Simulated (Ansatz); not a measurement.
# InAs (F-43m) in Ansatz: further runs

One crystal, InAs, is run at these levels: PBE; tasks: single point.

All numbers are computed with Ansatz 0.2.0; they aren't measurements. Logs are shortened: lines on timing, memory, paths and dates and some standing lists are left out, and cuts for length are marked.

**1. The structure**

It takes space group F-43m (No. 216, cubic). Conventional cell: a = 6.036 Å, b = 6.036 Å, c = 6.036 Å, α = 90.00°, β = 90.00°, γ = 90.00°. In (site symmetry -43m) is surrounded by 4 As at 2.61 Å. Around As (site symmetry -43m) lie 4 In at 2.61 Å.

**2. Single point, PBE, 25.84 Å³/atom (volume scaled by 0.94)**

The input, input.yaml:

```yaml
crystal:
  lattice:
    - [0.0, 2.9563908761, 2.9563908761]
    - [2.9563908761, 0.0, 2.9563908761]
    - [2.9563908761, 2.9563908761, 0.0]
  atoms:
    - { symbol: In, position: [0.0, 0.0, 0.0] }
    - { symbol: As, position: [0.75, 0.75, 0.75] }
kpoints:
  mp_grid: { grid: [8, 8, 8] }
scf:
  occupations: { method: fermi_dirac, width: 0.05 }
hamiltonian:
  xc: pbe
  pseudopotentials: { kind: all_electron, lapw: { basis_error: 0.0005 } }
output:
  forces: true
  stress: true
  eigenvalues: true
```

Potentials or basis: all-electron LAPW, scalar-relativistic.

Command:

```bash
$ ansatz run input.yaml --threads 1 --pin off --max-ram 3072MiB --backend cpu --events-out ev --progress --plain --runs-dir out
```

Output:

```text
Warning: RAYON_NUM_THREADS=1 ignored (pool sized by the plan → 1); use --threads N
LAPW: plane waves up to 9.184 Å⁻¹, error target 5.0e-4 eV per atom; small_component_spin mean_spin; As in spheres of 1.244 Å, 23 of its electrons in bands, Dirac shells []; In in spheres of 1.316 Å, 21 of its electrons in bands, Dirac shells [] (how accurate: hamiltonian.pseudopotentials.lapw.basis_error, Limitations)
Engine: ansatz 0.2.0, x86_64-unknown-linux-gnu
Pseudopotentials: kind: all_electron
Pseudopotential: In, LAPW, valence charge 21, lapw/all_electron/scalar/gaussian/In, Koelling and Harmon's equation, gaussian nucleus
Pseudopotential: As, LAPW, valence charge 23, lapw/all_electron/scalar/gaussian/As, Koelling and Harmon's equation, gaussian nucleus
Functional definition: PBE
  parameter kappa = 0.804
  parameter beta = 0.06672455060314922
  exchange = pbe_x(kappa = kappa, mu = beta*pi^2/3)
  correlation = pbe_c(beta = beta)
Crystal: 2 atoms, lattice volume = 51.679 Å³
Basis set: ecut = 321.32705437228975 eV, 645 PW (Γ), exchange–correlation at level 2
Bands: 27, of which v1, the nominal top of the filled ones, is band 22 counted from 1 (21 counted from 0)
Symmetry: 24 space group operations
Space group: F-43m (ITA 216), of the structure as read, at distance tolerance 3.7e-5 Å
k-points: 29 of 512 (time reversal used)
Non-local potential: In, projectors of the file, none
Non-local potential: As, projectors of the file, none
Initial density: superposition of atomic densities (chi_scale 0.1, normalization cell, long waves kept (reshape's long-wave potential 0.00 eV rms))
Initial wavefunctions: plane waves of lowest kinetic energy (no species holds an atomic orbital)
Functional: x = pbe(κ = 0.804, μ = 0.2195149727645171), c = pbe(β = 0.06672455060314922)
iter 1 solved again at ethr=2.08e-3 eV; its pass at ethr=1.00e-1 eV (dr2=9.15e-1 eV) is discarded
SCF iter   1: F=—  HF=-221570.483675 eV  |F-HF|=—  |Δ(HF+E_count)|=         —  Δρ=3.13e-2  dr2=9.16e-1  ethr=2.08e-3  ⟨swp⟩=2.0  Hψ=5011  notcnv=0
preconditioner: auto → none  [insulator: Δε(μ)=0.456 eV  Ē_g=15.436 eV  σ=0.050 eV  W_gap=0.98  n_scr=14 (ndim 8)  ℏωp=21.9 eV  f_vac=0.106  D(μ)=0.00/eV (n_scr^D=0)  ε∞_Penn≈3.0]
iter 2 solved again at ethr=9.94e-5 eV; its pass at ethr=2.08e-3 eV (dr2=4.37e-2 eV) is discarded
SCF iter   2: F=—  HF=-221570.209532 eV  |F-HF|=—  |Δ(HF+E_count)|=   2.74e-1  Δρ=9.65e-3  dr2=4.37e-2  ethr=9.94e-5  ⟨swp⟩=2.0  Hψ=3956  notcnv=0
SCF iter   3: F=—  HF=-221570.194819 eV  |F-HF|=—  |Δ(HF+E_count)|=         —  Δρ=4.76e-3  dr2=1.22e-2  ethr=9.93e-5  ⟨swp⟩=2.0  Hψ=2295  notcnv=0
the basis was enlarged: its passes take 341.7 KiB over the memory plan, 1 of 1 planned eigensolver slots
SCF iter   4: F=—  HF=-221570.194565 eV  |F-HF|=—  |Δ(HF+E_count)|=   2.54e-4  Δρ=9.44e-4  dr2=3.75e-4  ethr=2.77e-5  ⟨swp⟩=2.0  Hψ=2210  notcnv=0
SCF iter   5: F=—  HF=-221570.194699 eV  |F-HF|=—  |Δ(HF+E_count)|=   1.34e-4  Δρ=1.34e-4  dr2=7.33e-6  ethr=8.51e-7  ⟨swp⟩=3.0  Hψ=2229  notcnv=0
SCF iter   6: F=—  HF=-221570.194715 eV  |F-HF|=—  |Δ(HF+E_count)|=   1.65e-5  Δρ=5.03e-5  dr2=8.92e-7  ethr=1.67e-8  ⟨swp⟩=3.0  Hψ=2270  notcnv=0
SCF iter   7: F=-221570.194716 eV  HF=-221570.194716 eV  |F-HF|=6.94e-8  |Δ(HF+E_count)|=   1.20e-6  Δρ=7.60e-6  dr2=3.26e-8  ethr=2.03e-9  ⟨swp⟩=3.0  Hψ=2270  notcnv=0
SCF 1 converged in 7 iterations: F = -221570.194716 eV  dr2 = 3.26e-8
SCF converged after 7 iterations
Free energy (F): -221570.194716 eV
Harris-Foulkes:  -221570.194716 eV  (|F-HF|=6.94e-8)
Internal energy: -221570.194361 eV  (E = F + TS)
E sigma→0 (E₀):  -221570.194539 eV
Entropy (-TS):   -0.000355 eV (-0.177 meV/atom)
Fermi energy:    10.838038 eV
--- Per-component energies (eV) ---
  E_band       = -1874.469442
  E_kinetic    = 230892.027387
  E_xc         = -6637.037213
  E_electrostatic = -445825.184535  (all electrons and nuclei)
  E_smearing   = -0.000355  (= −TS)
  E_closure    = 0.000000  (closes the sum)
  E_atoms      = -221562.685075  (free atoms, spherical and without spin; not in F)
  Σ components = -221570.194716   (vs F -221570.194716, Δ=0.00e0)
  Basis errors (estimates in eV, not in F): energy 2.2e-4 per atom: plane waves 2.0e-4 (1.1e-4 summed), levels above the bands 1.5e-75, relativity 2.3e-8, radial functions 2.1e-5, core shells 7.9e-7; eigenvalues (radial functions only) 4.5e-7; not estimated: angular momenta, meshes, grids; target (lapw.basis_error) 5.0e-4; muffin-tin radii As 1.244 Å, In 1.316 Å
--- Forces (eV/Å), atoms counted from 1 ---
  atom   1  In     0.00000000    -0.00000000    -0.00000000
  atom   2  As    -0.00000000     0.00000000    -0.00000000
  max |Σ_I F_I| component: 3.70e-17 eV/Å
--- Stress (GPa, compression-positive) ---
        9.088905      -0.000000      -0.000000
       -0.000000       9.088905       0.000000
       -0.000000       0.000000       9.088905
  P = ⅓ Tr σ = 9.0889 GPa (90.889 kbar)
--- Band table (eV; the first three rows and the last of 29) ---
  k-point 0: bands = ["-173.9191", "-117.2915", "-117.2915", "-117.2915", "-104.5799", "-63.0682", "-63.0682", "-63.0682", "-24.3442", "-24.3442", "-24.3442", "-24.3343", "-24.3343", "-3.8226", "-3.8226", "-3.8226", "-3.6663", "-3.6663", "-1.5954", "10.7268", "10.7268", "10.7268", "10.8752", "14.6698", "14.6698", "14.6698", "18.4908"]
  k-point 1: bands = ["-173.9191", "-117.2915", "-117.2915", "-117.2915", "-104.5799", "-63.0682", "-63.0682", "-63.0682", "-24.3442", "-24.3441", "-24.3441", "-24.3343", "-24.3343", "-3.8501", "-3.8151", "-3.8151", "-3.6665", "-3.6665", "-1.4125", "8.8741", "10.5119", "10.5119", "12.0524", "14.8798", "14.9752", "14.9752", "19.3381"]
  k-point 2: bands = ["-173.9191", "-117.2915", "-117.2915", "-117.2915", "-104.5799", "-63.0683", "-63.0682", "-63.0682", "-24.3443", "-24.3440", "-24.3440", "-24.3342", "-24.3342", "-3.9103", "-3.7992", "-3.7992", "-3.6650", "-3.6650", "-0.9117", "6.9008", "10.0937", "10.0937", "12.1488", "15.4294", "15.4294", "16.1027", "19.1987"]
  k-point 28: bands = ["-173.9191", "-117.2915", "-117.2915", "-117.2915", "-104.5799", "-63.0683", "-63.0683", "-63.0683", "-24.3442", "-24.3442", "-24.3435", "-24.3342", "-24.3338", "-4.0259", "-3.7582", "-3.7299", "-3.6860", "-3.6570", "0.7784", "4.7553", "7.4858", "7.5544", "15.0394", "15.2314", "15.9148", "16.8459", "21.0683"]
```

It took 23 s on 1 thread of AMD EPYC 7R13 (Zen 3), shared host; peak memory 0.37 GiB.

What came out:

- Free energy: -221570.1947 eV
- Pressure: 9.1 GPa
- Band gap on the k mesh: 0.15 eV, direct

Caveat: spin-orbit coupling is left out, which moves the levels of the heavy elements.

**3. Single point, PBE, 26.39 Å³/atom (volume scaled by 0.96)**

Edit input.yaml of step 2 so:

```diff
@@ -2,5 +2,5 @@
   lattice:
-    - [0.0, 2.9563908761, 2.9563908761]
-    - [2.9563908761, 0.0, 2.9563908761]
-    - [2.9563908761, 2.9563908761, 0.0]
+    - [0.0, 2.9772112161, 2.9772112161]
+    - [2.9772112161, 0.0, 2.9772112161]
+    - [2.9772112161, 2.9772112161, 0.0]
   atoms:
```

Potentials or basis: all-electron LAPW, scalar-relativistic.

Command:

```bash
$ ansatz run input.yaml --threads 1 --pin off --max-ram 3072MiB --backend cpu --events-out ev --progress --plain --runs-dir out
```

Run time: 17 s. Hardware: 1 thread of AMD EPYC 7R13 (Zen 3), shared host; peak memory 0.36 GiB.

The run converged. Its results:

| Quantity | Value |
| --- | --- |
| Free energy | -221570.2509 eV |
| Pressure | 7.3 GPa |
| Band gap on the k mesh | none (metal or under the smearing width) |

**4. Single point, PBE, 26.94 Å³/atom (volume scaled by 0.98)**

Edit input.yaml of step 3 so:

```diff
@@ -2,5 +2,5 @@
   lattice:
-    - [0.0, 2.9772112161, 2.9772112161]
-    - [2.9772112161, 0.0, 2.9772112161]
-    - [2.9772112161, 2.9772112161, 0.0]
+    - [0.0, 2.9977443561, 2.9977443561]
+    - [2.9977443561, 0.0, 2.9977443561]
+    - [2.9977443561, 2.9977443561, 0.0]
   atoms:
```

Command:

```bash
$ ansatz run input.yaml --threads 1 --pin off --max-ram 3072MiB --backend cpu --events-out ev --progress --plain --runs-dir out
```

Wall time 17 s (1 thread of AMD EPYC 7R13 (Zen 3), shared host); peak memory 0.37 GiB.

The run converged. Its results:

```yaml
Free_energy: -221570.2956 eV
Pressure: 5.7 GPa
Band_gap_on_the_k_mesh: none (metal or under the smearing width)
```

**5. Single point, PBE, 27.49 Å³/atom**

Edit input.yaml of step 4 so:

```diff
@@ -2,5 +2,5 @@
   lattice:
-    - [0.0, 2.9977443561, 2.9977443561]
-    - [2.9977443561, 0.0, 2.9977443561]
-    - [2.9977443561, 2.9977443561, 0.0]
+    - [0.0, 3.018, 3.018]
+    - [3.018, 0.0, 3.018]
+    - [3.018, 3.018, 0.0]
   atoms:
```

Command:

```bash
$ ansatz run input.yaml --threads 1 --pin off --max-ram 3072MiB --backend cpu --events-out ev --progress --plain --runs-dir out
```

It took 15 s on 1 thread of AMD EPYC 7R13 (Zen 3), shared host; peak memory 0.36 GiB.

Results (log left out):

```
Free energy            : -221570.3300 eV
Pressure               : 4.3 GPa
Band gap on the k mesh : none (metal or under the smearing width)
```

**6. Single point, PBE, 28.04 Å³/atom (volume scaled by 1.02)**

Edit input.yaml of step 5 so:

```diff
@@ -2,5 +2,5 @@
   lattice:
-    - [0.0, 3.018, 3.018]
-    - [3.018, 0.0, 3.018]
-    - [3.018, 3.018, 0.0]
+    - [0.0, 3.0379873375, 3.0379873375]
+    - [3.0379873375, 0.0, 3.0379873375]
+    - [3.0379873375, 3.0379873375, 0.0]
   atoms:
```

Potentials or basis: all-electron LAPW, scalar-relativistic.

Command:

```bash
$ ansatz run input.yaml --threads 1 --pin off --max-ram 3072MiB --backend cpu --events-out ev --progress --plain --runs-dir out
```

Run time: 14 s. Hardware: 1 thread of AMD EPYC 7R13 (Zen 3), shared host; peak memory 0.37 GiB.

Results (log left out):

| Quantity | Value |
| --- | --- |
| Free energy | -221570.3550 eV |
| Pressure | 3.0 GPa |
| Band gap on the k mesh | none (metal or under the smearing width) |

**7. Single point, PBE, 28.59 Å³/atom (volume scaled by 1.04)**

Edit input.yaml of step 6 so:

```diff
@@ -2,5 +2,5 @@
   lattice:
-    - [0.0, 3.0379873375, 3.0379873375]
-    - [3.0379873375, 0.0, 3.0379873375]
-    - [3.0379873375, 3.0379873375, 0.0]
+    - [0.0, 3.0577150807, 3.0577150807]
+    - [3.0577150807, 0.0, 3.0577150807]
+    - [3.0577150807, 3.0577150807, 0.0]
   atoms:
```

Command:

```bash
$ ansatz run input.yaml --threads 1 --pin off --max-ram 3072MiB --backend cpu --events-out ev --progress --plain --runs-dir out
```

It took 15 s on 1 thread of AMD EPYC 7R13 (Zen 3), shared host; peak memory 0.36 GiB.

It converged, with:

```yaml
Free_energy: -221570.3716 eV
Pressure: 1.8 GPa
Band_gap_on_the_k_mesh: none (metal or under the smearing width)
```

**8. Single point, PBE, 29.14 Å³/atom (volume scaled by 1.06)**

Edit input.yaml of step 7 so:

```diff
@@ -2,5 +2,5 @@
   lattice:
-    - [0.0, 3.0577150807, 3.0577150807]
-    - [3.0577150807, 0.0, 3.0577150807]
-    - [3.0577150807, 3.0577150807, 0.0]
+    - [0.0, 3.0771914981, 3.0771914981]
+    - [3.0771914981, 0.0, 3.0771914981]
+    - [3.0771914981, 3.0771914981, 0.0]
   atoms:
```

Command:

```bash
$ ansatz run input.yaml --threads 1 --pin off --max-ram 3072MiB --backend cpu --events-out ev --progress --plain --runs-dir out
```

Run time: 15 s. Hardware: 1 thread of AMD EPYC 7R13 (Zen 3), shared host; peak memory 0.36 GiB.

It converged, with:

| Quantity | Value |
| --- | --- |
| Free energy | -221570.3806 eV |
| Pressure | 0.8 GPa |
| Band gap on the k mesh | none (metal or under the smearing width) |

**9. For comparison**

An earlier run on the cell as given: functional PBE; potentials or basis all-electron LAPW, scalar-relativistic; cutoff 283 eV (chosen from the basis error); basis error allowed 0.001 eV/atom; k mesh 8 × 8 × 8; occupations fermi-dirac, width 0.05 eV; no spin polarisation.

- Pressure: 4.3 GPa
- Band gap on the k mesh: none (metal or under the smearing width)
- Loewdin charges: In +0.23; As -0.19 e
